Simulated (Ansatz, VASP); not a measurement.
# NaCl in VASP and in Ansatz

```
Na Cl
1.0
     0.00000    2.64538    2.64538
     2.64538    0.00000    2.64538
     2.64538    2.64538    0.00000
Na Cl
1 1
Direct
  0.00000 0.00000 0.00000
  0.50000 0.50000 0.50000
```

Alike in both runs: task single point; functional r2SCAN; k mesh 6 × 6 × 6; occupations gaussian, width 0.05 eV; no spin polarisation.

```csv
,VASP,Ansatz
version,VASP 6.6.1,Ansatz 0.2.0
potentials or method,"VASP PAW PBE potentials, release 64 (Na_pv, Cl)","scalar-relativistic, plane waves, PAW"
plane-wave cutoff (eV),520,500
valence electrons in the cell,14,16
```

```tsv
	VASP	Ansatz	Ansatz less VASP
gap on the k mesh at the Fermi level (eV)	6.84	6.82	-0.026
least direct gap on the mesh (eV)	6.84	6.82	-0.026
pressure (GPa)	6.9	7.2	+0.38
```

The two sets of potentials don't hold the same shells in valence.

Caveats: the PAW data sets were made with another functional, which shifts forces and pressure a little (VASP). r2SCAN opens gaps a little over a GGA but as a rule still falls short of measured ones.
